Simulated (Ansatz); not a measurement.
Task: relaxations under a series of pressures of NaH, space group Fm-3m, with Ansatz 0.2.0 through its Python package. Give the script and its output. Use (first run): PBE, PAW files from the folder soft_1, cutoff 490 eV, 8×8×8 k-points, fixed occupations.

```xyz
2
Lattice="0.0000 2.4400 2.4400 2.4400 0.0000 2.4400 2.4400 2.4400 0.0000" Properties=species:S:1:pos:R:3 pbc="T T T"
Na    0.0000    0.0000    0.0000
H     2.4400    2.4400    2.4400
```

The script, `run_compress.py`:
```python
"""Cell of NaH under pressure."""

import ansatz as az
import numpy as np
import pandas as pd

def edges_and_angles(cell):
    cell = np.asarray(cell)
    a, b, c = np.linalg.norm(cell, axis=1)
    cosines = cell[1] @ cell[2] / (b * c), cell[0] @ cell[2] / (a * c), cell[0] @ cell[1] / (a * b)
    return (a, b, c, *np.degrees(np.arccos(cosines)))

lattice = az.Lattice.of(
    (0.0, 2.44, 2.44),
    (2.44, 0.0, 2.44),
    (2.44, 2.44, 0.0),
)
sites = [
    ("Na", (0.0, 0.0, 0.0)),
    ("H", (0.5, 0.5, 0.5)),
]
xtal = az.Crystal(lattice=lattice)
for symbol, position in sites:
    xtal = xtal.atom(symbol, position)

calc = (
    xtal.calculation()
    .pseudopotentials("paw", azcp={"folder": "soft_1"})
    .basis(18 * az.Ha)
    .kpoints(mesh=(8, 8, 8))
    .occupations("Fixed")
)

# H = F + PV, with 1 GPa A^3 = 1/160.21766 eV
rows = []
for pressure in [0, 5, 10, 20]:
    done = calc.relax(cell=True, pressure=pressure).run(threads=1)
    cell = done.lattice.cell_ang
    n_atoms = len(done.lattice.sites)
    volume = abs(np.linalg.det(cell)) / n_atoms
    enthalpy = done.report["free_energy_ev"] / n_atoms + pressure * volume / 160.21766
    rows.append((pressure, volume, enthalpy, *edges_and_angles(cell)))
    print(f"{pressure} GPa done: {volume:.4f} A^3/atom")

table = pd.DataFrame(rows, columns=["P_GPa", "V_A3_atom", "H_eV_atom", "a", "b", "c", "alpha", "beta", "gamma"])
print(table.round(4).to_string(index=False))
p, v = np.array([row[0] for row in rows], float), np.array([row[1] for row in rows])
print("mean bulk modulus between rows (GPa):", np.round(-np.diff(p) / np.diff(np.log(v)), 1))
```

```console
$ python run_compress.py
0 GPa done: 14.1014 A^3/atom
5 GPa done: 12.0225 A^3/atom
10 GPa done: 10.8439 A^3/atom
20 GPa done: 9.4209 A^3/atom
 P_GPa  V_A3_atom  H_eV_atom      a      b      c  alpha  beta  gamma
     0    14.1014  -751.3414 3.4167 3.4167 3.4167   60.0  60.0   60.0
     5    12.0225  -750.9376 3.2398 3.2398 3.2398   60.0  60.0   60.0
    10    10.8439  -750.5822 3.1302 3.1302 3.1302   60.0  60.0   60.0
    20     9.4209  -749.9542 2.9868 2.9868 2.9868   60.0  60.0   60.0
mean bulk modulus between rows (GPa): [31.3 48.5 71.1]
```

The volume falls from 14.10 Å³ an atom at 0 GPa to 9.42 at 20 GPa, by 33.2 %. Between 0 and 5 GPa, -V dP/dV is about 31 GPa, a mean over that step.

Reading the output:
- Total energies depend on the potentials; only differences at equal settings carry meaning.
- At a fixed pressure a relaxation lowers the enthalpy F + PV, while F alone can rise.
- Edges and angles are those of the cell as typed, here a primitive one, not of the conventional cell.
- No functional is typed, so the default, PBE, holds.
- The starting cell is as deposited in a crystallographic database; the results hold for this polymorph, which needn't be the stable one.
- Symmetry holds the cell in this phase, whether or not it is the stable one at each pressure.
- Wall time of the script: 12 s on 1 thread of Intel(R) Xeon(R) Processor @ 2.30GHz (shared host), peak memory 0.51 GiB.
